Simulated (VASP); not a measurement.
Ag:

```
Ag
1.0
     0.00000    2.04275    2.04275
     2.04275    0.00000    2.04275
     2.04275    2.04275    0.00000
Ag
1
Direct
  0.00000 0.00000 0.00000
```

- Program: VASP 6.6.1
- Task: relaxation of cell and atoms
- Functional: RPBE
- Potentials or basis: VASP PAW PBE potentials, release 64 (Ag)
- Cutoff: 600 eV
- k mesh: 11 × 11 × 11
- Occupations: fermi-dirac, width 0.05 eV
- Spin: no spin polarisation

At the start: pressure 8.4 GPa; volume 17.05 Å³/atom.

How do energy, volume and symmetry change on relaxing?

Over 3 steps the energy falls by 37.3 meV/atom and the volume is 18.62 Å³/atom (+9.2 %); space group Fm-3m (No. 225, to 0.05 Å).

The path:
```csv
step,energy change (eV),largest force (eV/Å),pressure (GPa),volume (Å³)
1,0.0000,0.0000,8.43,17.05
2,-0.0316,0.0000,-2.54,19.36
3,-0.0373,0.0000,0.15,18.62
```

Final structure:
```
Ag
1.0
     0.00000    2.10374    2.10374
     2.10374    0.00000    2.10374
     2.10374    2.10374    0.00000
Ag
1
Direct
  0.00000 0.00000 0.00000
```

Caveat: the PAW data sets were made with another functional, which shifts forces and pressure a little.
